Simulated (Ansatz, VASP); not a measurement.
**GePt in VASP and in Ansatz**

Contents of INCAR:

```
PREC     = Accurate       # precision mode
ENCUT    = 600            # plane-wave cutoff, eV
EDIFF    = 1E-6           # SCF threshold, eV
ISMEAR   = 0              # smearing method
SIGMA    = 0.1            # smearing width, eV
LREAL    = F              # projectors in reciprocal space
LASPH    = T              # aspherical terms in the spheres
NELM     = 100            # most SCF steps
ALGO     = Normal         # electronic algorithm
ISIF     = 3              # what is computed and relaxed
LWAVE    = F              # write WAVECAR
LCHARG   = F              # write CHGCAR
GGA      = PE             # functional
IBRION   = 2              # ionic algorithm
NSW      = 90             # ionic steps
EDIFFG   = -0.04          # ionic threshold
```

Contents of KPOINTS:

```
regular mesh
0
Gamma
  4 6 4
```

The input POSCAR:

```
GePt
1.0
    4.5762198753      0.0000000000      0.0000000000
    0.0000000000      3.0283807998      0.0000000000
    0.0000000000      0.0000000000      4.6723589483
Ge Pt
2 2
Direct
    0.7500000000      0.0000000000      0.6870000000
    0.2500000000      0.0000000000      0.3130000000
    0.7500000000      0.5000000000      0.1880000000
    0.2500000000      0.5000000000      0.8120000000
```

Input for Ansatz:

```yaml
crystal:
  lattice:
    - [4.5762198753, 0.0, 0.0]
    - [0.0, 3.0283807998, 0.0]
    - [0.0, 0.0, 4.6723589483]
  atoms:
    - { symbol: Ge, position: [0.75, 0.0, 0.687] }
    - { symbol: Ge, position: [0.25, 0.0, 0.313] }
    - { symbol: Pt, position: [0.75, 0.5, 0.188] }
    - { symbol: Pt, position: [0.25, 0.5, 0.812] }
basis:
  ecutwfc: 420
kpoints:
  mp_grid: { grid: [4, 6, 4] }
hamiltonian:
  xc: pbe
scf:
  occupations: { method: gaussian, width: 0.1 }
  lower_state_search: "off"
output:
  forces: true
  stress: true
  eigenvalues: true
relax:
  adjacent_minimum: "off"
  f_tol: 0.04
  max_steps: 70
  cell: { stress_tol: 0.4 }
```

Alike in both runs: task relaxation of cell and atoms; functional PBE; k mesh 4 × 6 × 4; occupations gaussian, width 0.1 eV; no spin polarisation.

|  | VASP | Ansatz |
| --- | --- | --- |
| version | VASP 6.6.1 | Ansatz 0.2.0 |
| potentials or method | VASP PAW PBE potentials, release 64 (Ge_d, Pt) | scalar-relativistic, plane waves, PAW |
| plane-wave cutoff (eV) | 600 | 420 |
| valence electrons in the cell | 48 | 64 |

VASP gave:

```
gap on the k mesh at the Fermi level, each at its own relaxed structure (eV) : none
relaxed volume (Å³/atom)                                                     : 16.33
relaxed cell length with the largest relative difference (Å)                 : 4.767
energy change over the relaxation (meV/atom)                                 : -31
```

Q: What did Ansatz give for the same quantities?

A: gap on the k mesh at the Fermi level, each at its own relaxed structure (eV): none; relaxed volume (Å³/atom): 16.27; relaxed cell length with the largest relative difference (Å): 4.761; energy change over the relaxation (meV/atom): -31.

A gap of «none» marks a metal or a gap that the smearing closes. The two sets of potentials don't hold the same shells in valence.

The runs have no spin-orbit coupling, so splittings on Pt are missing.
